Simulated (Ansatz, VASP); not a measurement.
PbF2 in VASP and in Ansatz

File INCAR:

```
SYSTEM = PbF2
  PREC = Accurate
  ENCUT = 520
  EDIFF = 1E-8
  ISMEAR = -1
  SIGMA = 0.05
  LREAL = .FALSE.
  LASPH = .TRUE.
  NELM = 80
  ALGO = Normal
  ISIF = 2
  LWAVE = .FALSE.
  LCHARG = .FALSE.
  GGA = PE
  LEFG = .TRUE.
  NBANDS = 21
```

Contents of KPOINTS:

```
regular mesh
0
G
  11 11 11
  0 0 0
```

The input POSCAR:

```
PbF2
1.0
    0.0000000000      2.9999987340      2.9999987340
    2.9999987340      0.0000000000      2.9999987340
    2.9999987340      2.9999987340      0.0000000000
Pb F
1 2
Direct
    0.0000000000      0.0000000000      0.0000000000
    0.2500000000      0.2500000000      0.2500000000
    0.7500000000      0.7500000000      0.7500000000
```

Input for Ansatz:

```yaml
crystal:
  lattice:
    - [0.0, 2.999998734, 2.999998734]
    - [2.999998734, 0.0, 2.999998734]
    - [2.999998734, 2.999998734, 0.0]
  atoms:
    - { symbol: Pb, position: [0.0, 0.0, 0.0] }
    - { symbol: F, position: [0.25, 0.25, 0.25] }
    - { symbol: F, position: [0.75, 0.75, 0.75] }
kpoints:
  mp_grid: { grid: [11, 11, 11] }
  band_path:
    path:
      - [0.0, 0.0, 0.0]
      - [0.5, 0.0, 0.5]
      - [0.625, 0.25, 0.625]
      - [0.375, 0.375, 0.75]
      - [0.0, 0.0, 0.0]
      - [0.5, 0.5, 0.5]
      - [0.5, 0.25, 0.75]
      - [0.5, 0.0, 0.5]
    npoints: 14
scf:
  occupations: { method: fermi_dirac, width: 0.05 }
hamiltonian:
  xc: pbe
  pseudopotentials: { kind: paw }
output:
  forces: true
  stress: true
  eigenvalues: true
  efg: { contact_densities: true }
  populations: true
  bader: true
  dos: { projected: true, de: 0.2, e_range: [-14, 8] }
  write_density: true
  write_potential: true
  elf: true
  volumetric_format: npy
```

Alike in both runs: task electric field gradients; functional PBE; k mesh 11 × 11 × 11; occupations fermi-dirac, width 0.05 eV; no spin polarisation.

```csv
,VASP,Ansatz
version,VASP 6.6.1,Ansatz 0.2.0
potentials or method,"VASP PAW PBE potentials, release 64 (Pb_d, F)","PAW with Ansatz's default frozen-core files, scalar-relativistic"
plane-wave cutoff (eV),520,420
valence electrons in the cell,28,28
```

|  | VASP | Ansatz | Ansatz less VASP |
| --- | --- | --- | --- |
| gap on the k mesh at the Fermi level (eV) | 4.44 | 4.44 | +0.004 |
| pressure (GPa) | -0.2 | 0.0 | +0.20 |
| Vzz of the field gradient on the site that differs most (V/Å²) | 0.0 | 0.0 | -0.01 |

Ansatz warned: «gradients_without_spin_orbit».

Caveats: spin-orbit coupling is left out, which as a rule narrows the gap of such compounds by several tenths of an eV; an odd mesh through Γ misses points on the zone boundary, where band edges often lie. As with any semilocal functional, this PBE gap is likely too small.
